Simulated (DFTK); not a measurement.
# WC (Fm-3m) in DFTK: equation of state

How stiff is WC in PBEsol, and what volume does it want? The cell is scaled to several volumes.

Everything below comes from runs of DFTK 0.8.2. Logs are shortened: lines on timing, memory, paths and dates and some standing lists are left out, and cuts for length are marked.

## (1) The crystal as given

The structure is cubic, space group Fm-3m (No. 225). Conventional cell: a = 4.385 Å, b = 4.385 Å, c = 4.385 Å, α = 90.00°, β = 90.00°, γ = 90.00°. W (site symmetry m-3m) has 6 C at 2.19 Å as nearest neighbours. C (site symmetry m-3m) has 6 W at 2.19 Å as nearest neighbours.

Measurements of this composition are mostly on another form, of space group No. 187.

## (2) Equation of state, PBEsol

File run.jl:

```julia
using DFTK
using PseudoPotentialData
using Unitful, UnitfulAtomic
using LinearAlgebra, Printf
include("save.jl")
disable_threading()

# lattice vectors are the columns
lattice = austrip(1u"Å") * [           0.0       2.192684       2.192684;
                 2.192684            0.0       2.192684;
                 2.192684       2.192684            0.0]
symbols   = [:W, :C]
positions = [[0.0, 0.0, 0.0],
             [0.5, 0.5, 0.5]]
pseudopotentials = PseudoFamily("dojo.nc.sr.pbesol.v0_4_1.standard.upf")
elements = Dict(s => ElementPsp(s, pseudopotentials) for s in unique(symbols))
atoms    = [elements[s] for s in symbols]

build_model(lattice, positions; symmetries=true) =
    model_DFT(lattice, atoms, positions;
              functionals=PBEsol(),
              temperature=austrip(0.05u"eV"),
              smearing=Smearing.FermiDirac(),
              symmetries)
Ecut  = 41.0  # hartree
kgrid = [10, 10, 10]
tol   = 1e-6
to_GPa = ustrip(uconvert(u"GPa", 1u"hartree/bohr^3"))

results["points"] = []
for scale in [0.94, 0.96, 0.98, 1.0, 1.02, 1.04, 1.06]
    println("\n=== scale = ", scale)
    model = build_model(cbrt(scale) * lattice, positions)
    basis = PlaneWaveBasis(model; Ecut, kgrid)
    t0 = time()
    scfres = self_consistent_field(basis;
                                   tol,
                                   nbandsalg=AdaptiveBands(model; n_bands_converge=14))
    seconds = time() - t0
    @printf "SCF: %d iterations, %.1f s\n" scfres.n_iter seconds
    forces = compute_forces_cart(scfres)
    stress = compute_stresses_cart(scfres)
    @printf "V = %.5f Å^3  F = %.8f Ha  max force = %.5f eV/Å  p = %.4f GPa\n" ustrip(auconvert(u"Å^3", model.unit_cell_volume)) scfres.energies.total ustrip(auconvert(u"eV/Å", maximum(norm, forces))) (-tr(stress) / 3 * to_GPa)
    push!(results["points"], save_scf!(scfres; forces, stress, d=Dict{String,Any}("seconds" => seconds, "n_matvec" => get(scfres, :n_matvec, 0))))
end

# third-order Birch-Murnaghan fit in x = V^(-2/3)
V = [0.94, 0.96, 0.98, 1.0, 1.02, 1.04, 1.06] * abs(det(lattice))
E = [p["total"] for p in results["points"]]
x = V .^ (-2 / 3)
c = [x .^ 0 x x .^ 2 x .^ 3] \ E
Δ = c[3]^2 - 3c[2] * c[4]
if Δ > 0
    x0 = (-c[3] + sqrt(Δ)) / 3c[4]
    B0 = 4 / 9 * x0^(7 / 2) * (2c[3] + 6c[4] * x0)
    @printf "V0 = %.4f Å^3  B0 = %.2f GPa\n" ustrip(auconvert(u"Å^3", x0^(-3 / 2))) B0 * to_GPa
end
```

Potentials or basis: dojo.nc.sr.pbesol.v0_4_1.standard.upf (PBEsol).

Started as:

```
> julia --threads=1 run.jl  # save.jl only writes the numbers to a file and isn't shown; printed stress counts tension as positive; times include loading and compiling
```

Output:

```text
=== scale = 0.94
n     Energy            log10(ΔE)   log10(Δρ)   Diag   Δtime
---   ---------------   ---------   ---------   ----   ------
  1   -81.66183738596                   -0.54    5.7    6.84s
  2   -81.81809205502       -0.81       -1.30    2.9    4.82s
  3   -81.81992991414       -2.74       -1.61    2.4    3.31s
  4   -81.82016943314       -3.62       -2.33    1.5    3.15s
  5   -81.82018202576       -4.90       -3.09    2.6    3.78s
  6   -81.82018253653       -6.29       -3.87    2.7    3.96s
  7   -81.82018254333       -8.17       -4.71    2.7    3.62s
  8   -81.82018254394       -9.22       -5.39    3.0    4.46s
  9   -81.82018254395      -10.87       -5.97    2.5    3.71s
 10   -81.82018254395      -12.01       -6.76    2.6    3.77s
SCF: 10 iterations, 41.8 s
V = 19.81919 Å^3  F = -81.82018254 Ha  max force = 0.00000 eV/Å  p = 14.7338 GPa

=== scale = 0.96
n     Energy            log10(ΔE)   log10(Δρ)   Diag   Δtime
---   ---------------   ---------   ---------   ----   ------
[... 48 further cycles ...]
  1   -81.64924505423                   -0.56    5.6    8.67s
  2   -81.81257119595       -0.79       -1.27    2.9    5.26s
  3   -81.81477170648       -2.66       -1.55    2.5    5.03s
  4   -81.81516516298       -3.41       -2.16    1.8    3.37s
  5   -81.81519238922       -4.57       -2.83    2.1    4.98s
  6   -81.81519433921       -5.71       -3.67    2.4    8.09s
  7   -81.81519436947       -7.52       -4.37    2.9    7.22s
  8   -81.81519436998       -9.29       -5.22    2.6    4.81s
  9   -81.81519437001      -10.55       -5.72    3.1    5.20s
 10   -81.81519437001      -11.83       -6.81    2.1    5.21s
SCF: 10 iterations, 59.1 s
V = 22.34930 Å^3  F = -81.81519437 Ha  max force = 0.00000 eV/Å  p = -27.5943 GPa
V0 = 20.5334 Å^3  B0 = 389.36 GPa
```

Run time: 13 min. Hardware: 1 thread of Intel Xeon Platinum 8375C at 2.90GHz (Ice Lake), shared host; peak memory 1.8 GiB.

What came out:

```yaml
Equilibrium_volume: 10.27 Å³/atom
Bulk_modulus: 389 GPa
Pressure_derivative_of_the_bulk_modulus: 4.3
```

Energy against volume, from the lowest point:
```tsv
volume (Å³/atom)	energy (meV/atom)
9.910	15.58
10.120	2.11
10.331	0.00
10.542	8.07
10.753	25.29
10.964	50.70
11.175	83.45
```

## (3) Single point, PBEsol, 9.91 Å³/atom (volume scaled by 0.94)

run.jl is that of step 2.

Potentials or basis: dojo.nc.sr.pbesol.v0_4_1.standard.upf (PBEsol).

Started as:

```
> julia --threads=1 run.jl  # one pass of the loop, scale = 0.94; save.jl only writes the numbers to a file and isn't shown; printed stress counts tension as positive; times include loading and compiling
```

Wall time 42 s (1 thread of Intel Xeon Platinum 8375C at 2.90GHz (Ice Lake), shared host).

It converged, with:

| Quantity | Value |
| --- | --- |
| Free energy | -2226.4406 eV |
| Pressure | 14.7 GPa |
| Band gap on the k mesh | none (metal or under the smearing width) |

## (4) Single point, PBEsol, 10.12 Å³/atom (volume scaled by 0.96)

run.jl is that of step 3.

Started as:

```
> julia --threads=1 run.jl  # one pass of the loop, scale = 0.96; save.jl only writes the numbers to a file and isn't shown; printed stress counts tension as positive; times include loading and compiling
```

Run time: 42 s. Hardware: 1 thread of Intel Xeon Platinum 8375C at 2.90GHz (Ice Lake), shared host.

Results (log left out):

* Free energy: -2226.4675 eV
* Pressure: 5.6 GPa
* Band gap on the k mesh: none (metal or under the smearing width)

## (5) Single point, PBEsol, 10.33 Å³/atom (volume scaled by 0.98)

run.jl is that of step 4.

Started as:

```
> julia --threads=1 run.jl  # one pass of the loop, scale = 0.98; save.jl only writes the numbers to a file and isn't shown; printed stress counts tension as positive; times include loading and compiling
```

Run time: 45 s. Hardware: 1 thread of Intel Xeon Platinum 8375C at 2.90GHz (Ice Lake), shared host.

The run converged. Its results:

- Free energy: -2226.4718 eV
- Pressure: -2.5 GPa
- Band gap on the k mesh: none (metal or under the smearing width)

## (6) Single point, PBEsol, 10.54 Å³/atom

run.jl is that of step 5.

Potentials or basis: dojo.nc.sr.pbesol.v0_4_1.standard.upf (PBEsol).

Started as:

```
> julia --threads=1 run.jl  # one pass of the loop, scale = 1.0; save.jl only writes the numbers to a file and isn't shown; printed stress counts tension as positive; times include loading and compiling
```

Run time: 41 s. Hardware: 1 thread of Intel Xeon Platinum 8375C at 2.90GHz (Ice Lake), shared host.

The run converged. Its results:

```yaml
Free_energy: -2226.4556 eV
Pressure: -9.9 GPa
Band_gap_on_the_k_mesh: none (metal or under the smearing width)
```

## (7) Single point, PBEsol, 10.75 Å³/atom (volume scaled by 1.02)

run.jl is that of step 6.

Started as:

```
> julia --threads=1 run.jl  # one pass of the loop, scale = 1.02; save.jl only writes the numbers to a file and isn't shown; printed stress counts tension as positive; times include loading and compiling
```

Run time: 60 s. Hardware: 1 thread of Intel Xeon Platinum 8375C at 2.90GHz (Ice Lake), shared host.

Results (log left out):

- Free energy: -2226.4212 eV
- Pressure: -16.4 GPa
- Band gap on the k mesh: none (metal or under the smearing width)

## (8) Single point, PBEsol, 10.96 Å³/atom (volume scaled by 1.04)

run.jl is that of step 7.

Started as:

```
> julia --threads=1 run.jl  # one pass of the loop, scale = 1.04; save.jl only writes the numbers to a file and isn't shown; printed stress counts tension as positive; times include loading and compiling
```

Run time: 59 s. Hardware: 1 thread of Intel Xeon Platinum 8375C at 2.90GHz (Ice Lake), shared host.

The run converged. Its results:

- Free energy: -2226.3704 eV
- Pressure: -22.3 GPa
- Band gap on the k mesh: none (metal or under the smearing width)

## (9) Single point, PBEsol, 11.17 Å³/atom (volume scaled by 1.06)

run.jl is that of step 8.

Potentials or basis: dojo.nc.sr.pbesol.v0_4_1.standard.upf (PBEsol).

Started as:

```
> julia --threads=1 run.jl  # one pass of the loop, scale = 1.06; save.jl only writes the numbers to a file and isn't shown; printed stress counts tension as positive; times include loading and compiling
```

It took 59 s on 1 thread of Intel Xeon Platinum 8375C at 2.90GHz (Ice Lake), shared host.

The run converged. Its results:

- Free energy: -2226.3049 eV
- Pressure: -27.6 GPa
- Band gap on the k mesh: none (metal or under the smearing width)
